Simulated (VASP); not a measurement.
# Sn: band structure with PBEsol

Crystal: Sn.

```
Sn
1.0
     0.00000    3.26858    3.26858
     3.26858    0.00000    3.26858
     3.26858    3.26858    0.00000
Sn
2
Direct
  0.00000 0.00000 0.00000
  0.25000 0.25000 0.25000
```

The cell was built by a generator and needn't be a form met in nature.

```yaml
Program: VASP 6.6.1
Task: band structure
Functional: PBEsol
Potentials_or_basis: VASP PAW PBE potentials, release 64 (Sn_d)
Cutoff: 520 eV
k_mesh: 10 × 10 × 10
Occupations: gaussian, width 0.03 eV
Spin: no spin polarisation
Further_INCAR_settings: ALGO = Normal; EDIFF = 1e-06; NBANDS = 21
```

```yaml
Pressure: 0.0 GPa
Band_gap_along_the_path: none (metal or under the smearing width)
```

Levels at the corners of the path, in eV from the Fermi level:
```
point  band 11  band 12  band 13  band 14  band 15  band 16  band 17  band 18
    Γ   -10.41    -0.77     0.16     0.16     0.16     2.22     2.22     2.22
    X    -7.38    -7.38    -2.32    -2.32     0.86     0.86     7.65     7.65
    X    -7.38    -7.38    -2.32    -2.32     0.86     0.86     7.65     7.65
    W    -7.33    -7.33    -2.89    -2.89     3.41     3.41     4.05     4.05
    W    -7.33    -7.33    -2.89    -2.89     3.41     3.41     4.05     4.05
    K    -7.78    -6.91    -3.22    -1.97     1.13     3.37     5.70     5.99
    K    -7.78    -6.91    -3.22    -1.97     1.13     3.37     5.70     5.99
    Γ   -10.41    -0.77     0.16     0.16     0.16     2.22     2.22     2.22
    Γ   -10.41    -0.77     0.16     0.16     0.16     2.22     2.22     2.22
    L    -8.83    -6.16    -1.01    -1.01    -0.03     3.28     3.28     5.62
    L    -8.83    -6.16    -1.01    -1.01    -0.03     3.28     3.28     5.62
    U    -7.78    -6.91    -3.22    -1.97     1.13     3.37     5.70     5.99
    U    -7.78    -6.91    -3.22    -1.97     1.13     3.37     5.70     5.99
    W    -7.33    -7.33    -2.89    -2.89     3.41     3.41     4.05     4.05
    W    -7.33    -7.33    -2.89    -2.89     3.41     3.41     4.05     4.05
    L    -8.83    -6.16    -1.01    -1.01    -0.03     3.28     3.28     5.62
    L    -8.83    -6.16    -1.01    -1.01    -0.03     3.28     3.28     5.62
    K    -7.78    -6.91    -3.22    -1.97     1.13     3.37     5.70     5.99
    U    -7.78    -6.91    -3.22    -1.97     1.13     3.37     5.70     5.99
    X    -7.38    -7.38    -2.32    -2.32     0.86     0.86     7.65     7.65
```

Core levels (eV, on the scale of the bands):
| atom | levels |
| --- | --- |
| 1 Sn | 1s -28997.7, 2s -4369.2, 2p -3920.8, 3s -835.4, 3p -688.9, 3d -463.6, 4s -124.2, 4p -80.0 |
| 2 Sn | 1s -28997.7, 2s -4369.2, 2p -3920.8, 3s -835.4, 3p -688.9, 3d -463.6, 4s -124.2, 4p -80.0 |

It took 50 s on 1 thread of Intel(R) Xeon(R) 6975P-C (Granite Rapids) (shared host), peak memory 0.25 GiB.

Caveat: the PAW data sets were made with another functional, which shifts forces and pressure a little; spin-orbit coupling is left out, which moves the levels of the heavy elements.
